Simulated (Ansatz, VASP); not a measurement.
This is a calculation of Te for Ansatz 0.2.0.

Contents of input.yaml:

```yaml
crystal:
  lattice:
    - [2.3211756774, 1.3401314022, 1.7021523992]
    - [-2.3211756774, 1.3401314022, 1.7021523992]
    - [0.0, -2.6802628044, 1.7021523992]
  atoms:
    - { symbol: Te, position: [0.5, 0.5, 0.5] }
kpoints:
  mp_grid: { grid: [9, 9, 9] }
scf:
  occupations: { method: fermi_dirac, width: 0.05 }
hamiltonian:
  xc: pbesol
  pseudopotentials: { kind: all_electron, lapw: { basis_error: 0.0005 } }
output:
  forces: true
  stress: true
  eigenvalues: true
```

Potentials or basis: all-electron LAPW, scalar-relativistic.

The run is started by

```sh
$ ansatz run input.yaml --threads 1 --pin off --max-ram 3072MiB --backend cpu --events-out ev --progress --plain --runs-dir out
```

Task: Translate it to VASP 6.6.1. Potentials there: VASP PAW PBE potentials, release 64 (Te).

Result: As run (the cutoff follows the program's own potentials):

File INCAR:

```
  PREC = Accurate
  ENCUT = 520
  EDIFF = 1E-6
  ISMEAR = -1
  SIGMA = 0.05
  LREAL = False
  LASPH = True
  NELM = 60
  ALGO = Normal
  ISIF = 2
  LWAVE = False
  LCHARG = True
  GGA = PS
  LELF = True
  LVHAR = True
  NBANDS = 9
```

File KPOINTS:

```
regular mesh
0
Gamma
  9 9 9
```

File POSCAR:

```
Te
1.0
    2.3211756774      1.3401314022      1.7021523992
   -2.3211756774      1.3401314022      1.7021523992
    0.0000000000     -2.6802628044      1.7021523992
Te
1
Direct
    0.5000000000      0.5000000000      0.5000000000
```

Potentials or basis: VASP PAW PBE potentials, release 64 (Te).

The run is started by

```console
$ cat potpaw_PBE.64/Te/POTCAR > POTCAR
$ mpirun -np 1 vasp_std > vasp.out
```

Both were run:

|  | VASP | Ansatz | Ansatz less VASP |
| --- | --- | --- | --- |
| gap on the k mesh at the Fermi level (eV) | none | none | - |
| pressure (GPa) | -1.1 | -1.1 | -0.02 |
| largest component of the traceless stress (GPa) | 0.28 | 0.29 | +0.011 |

A gap of «none» marks a metal or a gap that the smearing closes. Ansatz ran all-electron here, so the differences hold the error of VASP's frozen core and of both bases.

Caveats: the PAW data sets were made with another functional, which shifts forces and pressure a little (VASP). Spin-orbit coupling is left out, which matters for the levels of Te.
